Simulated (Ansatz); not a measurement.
This Ansatz 0.2.0 run on Nd needs a look.

input.yaml

```yaml
crystal:
  lattice:
    - [-2.0754700287, 2.0754700287, 2.0754700287]
    - [2.0754700287, -2.0754700287, 2.0754700287]
    - [2.0754700287, 2.0754700287, -2.0754700287]
  atoms:
    - { symbol: Nd, position: [0.0, 0.0, 0.0] }
hamiltonian:
  xc: pbesol
  pseudopotentials: { kind: paw }
kpoints:
  mp_grid: { grid: [9, 9, 9] }
scf:
  occupations: { method: fermi_dirac, width: 0.3 }
  n_extra_bands: 0
  max_iter: 60
output:
  forces: true
  stress: true
  eigenvalues: true
```

Potentials or basis: Ansatz PAW.

Command:

```sh
$ ansatz run input.yaml --threads 2 --pin off --max-ram 5632MiB --backend cpu --events-out ev --progress --plain --runs-dir out
```

Output:

```text
Error: inconsistent input (scf.n_extra_bands, scf.occupations.method): n_bands = 7 leaves no empty band above the 7 bands per channel that the deck's 14 electrons occupy, and the occupations search for the Fermi level (a smearing at a finite width, or tetrahedra): a level found among occupied bands alone can fill a metal as an insulator; raise scf.n_extra_bands until at least 8 bands are solved (omitted, it auto-derives to 16) (see scf.n_extra_bands in the input reference)
```

Task: How did it end, and where is the flaw?

Result: The input was rejected before any iteration. The input holds a flaw that was put in on purpose: too few bands (scf.n_extra_bands = 0; scf.occupations = method fermi_dirac, width 0.3).

A sound run on the same cell differs in these lines of the main input:
```diff
@@ -14,3 +14 @@
-  occupations: { method: fermi_dirac, width: 0.3 }
-  n_extra_bands: 0
-  max_iter: 60
+  occupations: { method: fermi_dirac, width: 0.05 }
```
